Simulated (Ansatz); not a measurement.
Crystal: PbS.

```
Pb S
1.0
     2.07995   -5.99130    0.00000
     2.07995    5.99130    0.00000
     0.00000    0.00000    4.27932
Pb S
2 2
Direct
  0.13056 0.86944 0.25000
  0.86944 0.13056 0.75000
  0.35480 0.64520 0.25000
  0.64520 0.35480 0.75000
```

Measurements of this composition are mostly on another form, of space group No. 225.

Base run:

```yaml
Program: Ansatz 0.2.0
Functional: PBEsol
Potentials_or_basis: all-electron LAPW, scalar-relativistic
Cutoff: 202 eV (chosen from the basis error)
Basis_error_allowed: 0.002 eV/atom
k_mesh: 7 × 7 × 6
Occupations: fermi-dirac, width 0.05 eV
Spin: no spin polarisation
```

Its results: band gap on the k mesh 1.16 eV, indirect (least direct gap 1.34 eV); pressure -1.9 GPa; largest force 0.034 eV/Å.

Question: The run is repeated on the same cell with these changes: functional from PBEsol to LDA. What comes out?

Answer: Band gap on the k mesh 1.11 eV, indirect (least direct gap 1.29 eV); pressure -3.5 GPa; largest force 0.113 eV/Å.

LDA binds more tightly than PBEsol, so the same cell stands under less pressure.

Caveats: spin-orbit coupling is left out, which as a rule narrows the gap of such compounds by several tenths of an eV.
